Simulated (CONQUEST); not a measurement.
Pb in CONQUEST: convergence with smearing width

Input of the first run (smearing width 0.4 eV); the others differ in this setting and in those tied to it:

Conquest_input

```
IO.Title Pb
IO.Coordinates coords.dat
IO.FractionalAtomicCoords T
IO.Iprint 2
IO.Iprint_init 1
General.NumberOfSpecies 1
General.PseudopotentialType hamann
AtomMove.TypeOfRun static
AtomMove.FullStress T
Grid.GridCutoff 120
DM.SolutionMethod diagon
Diag.MPMesh T
Diag.GammaCentred T
Diag.MPMeshX 8
Diag.MPMeshY 8
Diag.MPMeshZ 6
Diag.kT 0.01469973
minE.SCTolerance 1e-6
SC.MaxIters 100
IO.AtomChargeOutput T
%block ChemicalSpeciesLabel
1 207.200 Pb
%endblock
```

File coords.dat:

```
    6.6144323279     0.0000000000     0.0000000000
    0.0000000000     6.6144323279     0.0000000000
    0.0000000000     0.0000000000     9.3542199059
2
 -0.0032030000  -0.0060150000   0.0031140000 1 T T T
  0.4982510000   0.4992010000   0.5001140000 1 T T T
```

Potentials or basis: PseudoDojo NC PBEsol, DZP, grid cutoff 120 Ha.

Command:

```bash
$ OMP_NUM_THREADS=1 Conquest
```

The cell isn't the ideal one: atoms moved at random.

Hardware: 1 thread of Intel(R) Xeon(R) CPU @ 2.80GHz (Skylake/Cascade Lake) (shared host).

Task: The values tried are 0.4 eV, 0.3 eV, 0.2 eV, 0.1 eV, 0.05 eV, 0.025 eV, 0.01 eV, 0.005 eV, loosest first. From which on does the pressure stay within 0.1 GPa of the tightest run that finished?

Result: From 0.025 eV on.

```csv
smearing width,"energy less the tightest run, at zero smearing (meV/atom)",pressure (GPa),largest force (eV/Å),SCF cycles,CPU time (s),peak memory (GiB)
0.4 eV,2.75,0.84,0.044,5,40,0.44
0.3 eV,0.32,0.59,0.044,5,41,0.44
0.2 eV,-1.47,0.41,0.044,5,42,0.44
0.1 eV,-1.85,0.28,0.046,5,43,0.44
0.05 eV,-0.74,0.19,0.045,5,42,0.44
0.025 eV,-0.27,0.13,0.045,5,42,0.44
0.01 eV,-0.05,0.10,0.044,5,42,0.44
0.005 eV,0.00,0.09,0.044,5,42,0.44
```

Against the tightest run, the energy stays within 1 meV/atom from 0.05 eV on; the largest force stays within 0.005 eV/Å from 0.4 eV on. Narrower smearing needs a denser k mesh, so at a fixed mesh the narrowest width isn't the most accurate. The tightest run that finished is the yardstick and may itself not be fully converged.

Caveat, for the tightest run too: the basis of atomic orbitals isn't converged, which shifts pressures, moduli and gaps. The run has no spin-orbit coupling, so splittings on Pb are missing.
